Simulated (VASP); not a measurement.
# Mg (Im-3m) in VASP: settings compared, part 2 of 2

VASP 6.6.1. Earlier steps stand in the parts before.

## 4. Single point, PBE

This run uses another cell than the first one, of 22.85 Å³/atom, 0.982 times its volume.

The input, INCAR:

```
  ALGO = Normal
  EDIFF = 1E-7
  ENCUT = 520
  GGA = PE
  ISIF = 2
  ISMEAR = 0
  LASPH = T
  LCHARG = F
  LREAL = F
  LWAVE = F
  NBANDS = 7
  NELM = 60
  PREC = Accurate
  SIGMA = 0.05
```

The input, KPOINTS:

```
k-points
0
Gamma
  8 8 8
```

The input, POSCAR:

```
Mg
1.0
   -1.7875875591      1.7875875591      1.7875875591
    1.7875875591     -1.7875875591      1.7875875591
    1.7875875591      1.7875875591     -1.7875875591
Mg
1
Direct
    0.0000000000      0.0000000000      0.0000000000
```

Potentials or basis: VASP PAW PBE potentials, release 64 (Mg).

Launch:

```sh
$ cat potpaw_PBE.64/Mg/POTCAR > POTCAR
$ mpirun -np 1 vasp_std > vasp.out
```

OUTCAR:

```text
EDIFF = 1E-7
   ENCUT = 520
   GGA = PE
   ISIF = 2
   ISMEAR = 0
   LASPH = T
   LREAL = F
   NELM = 60
   PREC = Accurate

 ion  position               nearest neighbor table
   1  0.000  0.000  0.000-

  LATTYP: Found a body centered cubic cell.
 ALAT       =     3.5751751182

  Lattice vectors:

 A1 = (  -1.7875875591,   1.7875875591,   1.7875875591)
 A2 = (   1.7875875591,  -1.7875875591,   1.7875875591)
 A3 = (   1.7875875591,   1.7875875591,  -1.7875875591)

Analysis of symmetry for initial positions (statically):
=====================================================================
 Subroutine PRICEL returns:
 Original cell was already a primitive cell.

 Routine SETGRP: Setting up the symmetry group for a
 body centered cubic supercell.

 Subroutine GETGRP returns: Found 48 space group operations
 (whereof 48 operations were pure point group operations)
 out of a pool of 48 trial point group operations.

The static configuration has the point symmetry O_h .

Analysis of symmetry for dynamics (positions and initial velocities):
=====================================================================
 Subroutine PRICEL returns:
 Original cell was already a primitive cell.

 Routine SETGRP: Setting up the symmetry group for a
 body centered cubic supercell.

 Subroutine GETGRP returns: Found 48 space group operations
 (whereof 48 operations were pure point group operations)
 out of a pool of 48 trial point group operations.

The dynamic configuration has the point symmetry O_h .

 Subroutine INISYM returns: Found 48 space group operations
 (whereof 48 operations are pure point group operations),
 and found     1 'primitive' translations

----------------------------------------------------------------------------------------

                                     Primitive cell

  volume of cell :      22.8487

  direct lattice vectors                    reciprocal lattice vectors
    -1.787587559  1.787587559  1.787587559     0.000000000  0.279706579  0.279706579
     1.787587559 -1.787587559  1.787587559     0.279706579  0.000000000  0.279706579
     1.787587559  1.787587559 -1.787587559     0.279706579  0.279706579  0.000000000

  length of vectors
     3.096192475  3.096192475  3.096192475     0.395564837  0.395564837  0.395564837

  position of ions in fractional coordinates (direct lattice)
     0.000000000  0.000000000  0.000000000

  ion indices of the primitive-cell ions
   primitive index   ion index
                 1           1

----------------------------------------------------------------------------------------

 KPOINTS: k-points

Automatic generation of k-mesh.
 Grid dimensions read from file:
 generate k-points for:    8    8    8

 Generating k-lattice:

  Cartesian coordinates                     Fractional coordinates (reciprocal lattice)
     0.000000000  0.034963322  0.034963322     0.125000000  0.000000000  0.000000000
     0.034963322  0.000000000  0.034963322     0.000000000  0.125000000  0.000000000
     0.034963322  0.034963322  0.000000000     0.000000000  0.000000000  0.125000000

  Length of vectors
     0.049445605  0.049445605  0.049445605

  Shift w.r.t. Gamma in fractional coordinates (k-lattice)
     0.000000000  0.000000000  0.000000000

 Subroutine IBZKPT returns following result:
 ===========================================

 Found     29 irreducible k-points:

 Following reciprocal coordinates:
            Coordinates               Weight
  0.000000  0.000000  0.000000      1.000000
  0.125000  0.000000  0.000000     12.000000
  0.250000  0.000000  0.000000     12.000000
  0.375000  0.000000  0.000000     12.000000
  0.500000  0.000000  0.000000      6.000000
  0.125000  0.125000  0.000000     24.000000
[... 16 lines left out ...]
 -0.250000  0.250000  0.250000      6.000000
 -0.375000  0.375000  0.250000     24.000000
 [... further k-points ...]
   k-points           NKPTS =     29   k-points in BZ     NKDIM =     29   number of bands    NBANDS=      7
   number of dos      NEDOS =    301   number of ions     NIONS =      1
   total plane-waves  NPLWV =  13824
   dimension x,y,z NGX =    24 NGY =   24 NGZ =   24
   dimension x,y,z NGXF=    48 NGYF=   48 NGZF=   48
   ions per type =               1
   NGX,Y,Z   is equivalent  to a cutoff of  12.89, 12.89, 12.89 a.u.
   NGXF,Y,Z  is equivalent  to a cutoff of  25.77, 25.77, 25.77 a.u.
 SYSTEM =  unknown system
   PREC   = accura    normal or accurate (medium, high low for compatibility)
   ISTART =      0    job   : 0-new  1-cont  2-samecut
   ICHARG =      2    charge: 1-file 2-atom 10-const
   ISPIN  =      1    spin polarized calculation?
   LNONCOLLINEAR =      F non collinear calculations
   LSORBIT =      F    spin-orbit coupling
   LASPH  =      T    aspherical Exc in radial PAW
   ENCUT  =  520.0 eV  38.22 Ry    6.18 a.u.   5.76  5.76  5.76*2*pi/ulx,y,z
   NELM   =     60;   NELMIN=  2; NELMDL= -5     # of ELM steps
   EDIFF  = 0.1E-06   stopping-criterion for ELM
   LREAL  =      F    real-space projection
   EDIFFG = 0.1E-05   stopping-criterion for IOM
   NSW    =      0    number of steps for IOM
   IBRION =     -1    ionic relax: 0-MD 1-quasi-New 2-CG
   NFREE  =      0    steps in history (QN), initial steepest desc. (CG)
   ISIF   =      2    stress and relaxation
   ISYM   =      2    0-nonsym 1-usesym 2-fastsym
   POTIM  = 0.5000    time-step for ionic-motion
   TEBEG  =    0.0;   TEEND  =   0.0 temperature during run
   PSTRESS=    0.0 pullay stress
   NELECT =       2.0000    total number of electrons
   NUPDOWN=      -1.0000    fix difference up-down
   EMIN   =  10.00;   EMAX   =-10.00  energy-range for DOS
   EFERMI =   0.00;   METHOD = LEGACY
   ISMEAR =     0;   SIGMA  =   0.05  broadening in eV -4-tet -1-fermi 0-gaus
   EFERMI_NEDOS =   21; number of points for ismear=-14 and -15
   IALGO  =     38    algorithm
   IMIX   =      4    mixing-type and parameters
     AMIX     =   0.40;   BMIX     =  1.00
     AMIX_MAG =   1.60;   BMIX_MAG =  1.00
  volume/ion in A,a.u.               =      22.85       154.19
  Fermi-wavevector in a.u.,A,eV,Ry     =   0.726882  1.373609  7.188748  0.528358
  Thomas-Fermi vector in A             =   1.817967
   LORBIT       =      0    0 simple, 1 ext, 2 COOP (PROOUT), +10 PAW based schemes
   GGA     = PE    functional components
   LHFCALC =     F    Hartree Fock is set to
   AEXX    =    0.0000 exact exchange contribution
   IVDW    =     0    specifies the selected vdW correction
   LEPSILON=     F    determine dielectric tensor
   LRPA    =     F    only Hartree local field effects (RPA)
 non-spin polarized calculation
 Gauss-broadening in eV      SIGMA  =   0.05
  energy-cutoff  :      520.00
  volume of cell :       22.85
 maximum number of plane-waves:       630
   NGX = 11   NGY = 11   NGZ = 11

 number of electron       2.0000000 magnetization

 Free energy of the ion-electron system (eV)
  ---------------------------------------------------
  ext. energy  EPLUGINS =         0.00000000
  ---------------------------------------------------
  free energy    TOTEN  =        -1.47009879 eV

  energy without entropy =       -1.46922520  energy(sigma->0) =       -1.46966200

 E-fermi :   2.5294     XC(G=0):  -8.5098

 val. band max:        2.4605323436   @ k =   0.3750   0.1250   0.1250
 cond. band min:       2.5321264766   @ k =   0.5000   0.5000   0.2500
 fundamental gap:      0.0715941331
 Fermi energy:         2.5294234447

 k-point     1 :       0.0000    0.0000    0.0000
  band No.  band energies     occupation
      1      -4.2906      2.00000
      2      15.7227      0.00000
      3      15.7227      0.00000
      4      15.7227      0.00000
      5      17.7429      0.00000
      6      17.7429      0.00000
      7      17.8476      0.00000
[... 221 lines left out ...]
 k-point    24 :      -0.3750    0.3750    0.2500
  band No.  band energies     occupation
      1       0.3908      2.00000
      2       5.9071      0.00000
      3       8.1279      0.00000
      4       9.4232      0.00000
      5      11.9734      0.00000
      6      16.9014      0.00000
      7      18.4624      0.00000

 [... further k-points ...]

------------------------ aborting loop because EDIFF is reached ----------------------------------------

  FORCE on cell =-STRESS in cart. coord.  units (eV):
  Direction    XX          YY          ZZ          XY          YZ          ZX
  --------------------------------------------------------------------------------------
  -------------------------------------------------------------------------------------
  Total       -0.0186020     -0.0186020     -0.0186020      0.0000000      0.0000000      0.0000000
  in kB       -1.3043920     -1.3043920     -1.3043920      0.0000000      0.0000000      0.0000000
  external PRESSURE =      -1.3043920 kB  Pullay stress =       0.0000000 kB

 VOLUME and BASIS-vectors are now :
 -----------------------------------------------------------------------------
  energy-cutoff  :      520.00
  volume of cell :       22.85
      direct lattice vectors                 reciprocal lattice vectors
    -1.787587559  1.787587559  1.787587559     0.000000000  0.279706579  0.279706579
     1.787587559 -1.787587559  1.787587559     0.279706579  0.000000000  0.279706579
     1.787587559  1.787587559 -1.787587559     0.279706579  0.279706579  0.000000000

 POSITION                                       TOTAL-FORCE (eV/Angst)
 -----------------------------------------------------------------------------------
      0.00000      0.00000      0.00000         0.000000      0.000000      0.000000
 -----------------------------------------------------------------------------------
    total drift:                                0.000000     -0.000000     -0.000000

  FREE ENERGIE OF THE ION-ELECTRON SYSTEM (eV)
  ---------------------------------------------------
  free  energy   TOTEN  =        -1.4700987935 eV

  energy  without entropy=       -1.4692251972  energy(sigma->0) =       -1.46966200
```

OSZICAR:

```text
N       E                     dE             d eps       ncg     rms          rms(c)
DAV:   1    -0.755701176817E+00   -0.75570E+00   -0.92760E+02   455   0.205E+02
DAV:   2    -0.147562901348E+01   -0.71993E+00   -0.71989E+00   546   0.112E+01
DAV:   3    -0.147866431360E+01   -0.30353E-02   -0.30312E-02   490   0.803E-01
DAV:   4    -0.147867284777E+01   -0.85342E-05   -0.85339E-05   644   0.323E-02
DAV:   5    -0.147867288468E+01   -0.36909E-07   -0.36945E-07   497   0.106E-03    0.689E-01
DAV:   6    -0.147463016101E+01    0.40427E-02   -0.30316E-04   518   0.127E-01    0.441E-01
DAV:   7    -0.147009129187E+01    0.45389E-02   -0.14046E-03   406   0.225E-01    0.253E-02
DAV:   8    -0.147009938841E+01   -0.80965E-05   -0.82831E-06   637   0.179E-02    0.579E-03
DAV:   9    -0.147009887728E+01    0.51113E-06   -0.72422E-07   483   0.345E-03    0.435E-04
DAV:  10    -0.147009879346E+01    0.83822E-07   -0.41111E-09   406   0.346E-04
   1 F= -.14700988E+01 E0= -.14696620E+01  d E =-.873596E-03
```

stdout:

```text
POSCAR found type information on POSCAR Mg
 POSCAR found :  1 types and       1 ions
 scaLAPACK will be used
 LDA part: xc-table for (Slater+PW92), standard interpolation
 POSCAR, INCAR and KPOINTS ok, starting setup
 FFT: planning ... GRIDC
 FFT: planning ... GRID_SOFT
 FFT: planning ... GRID
 WAVECAR not read
 entering main loop
```

Run time: 3.1 s. Hardware: 1 thread of Intel Xeon Platinum 8488C (Sapphire Rapids), shared host; peak memory 0.13 GiB.

Results:

| Item | Value |
| --- | --- |
| Free energy | -1.4701 eV |
| Pressure | -0.1 GPa |
| Band gap on the k mesh | none (metal or under the smearing width) |

Levels at points of the mesh, in eV from the Fermi level:
```csv
k point,band 1,band 2,band 3,band 4
"(0.00, 0.00, 0.00)",-6.82,13.19,13.19,13.19
"(0.50, 0.00, 0.00)",-1.35,-0.77,8.79,9.51
"(0.50, 0.50, 0.50)",4.01,4.01,4.01,4.15
```

## 5. Summary

```csv
level,cell,k mesh,gap on the mesh (eV),pressure (GPa)
PBE,"Im-3m, 23.26 Å³/atom",8 × 8 × 8,none,-0.7
r2SCAN,"Im-3m, 22.51 Å³/atom",16 × 16 × 16,none,-0.3
PBE,"Im-3m, 22.85 Å³/atom",8 × 8 × 8,none,-0.1
```

Alike in all rows: task single point; potentials or basis VASP PAW PBE potentials, release 64 (Mg); no spin polarisation; cutoff (eV) 520; smearing gaussian 0.05 eV.

Every run on the cell as given and a fine mesh finds a metal. The pressure there spans -0.7 GPa (PBE) to -0.1 GPa (PBE); a positive pressure means that this level wants a larger cell, a negative one a smaller.

Caveats: the PAW data sets were made with another functional, which shifts forces and pressure a little (some runs).

Absolute energies hang on the potentials; compare differences alone.
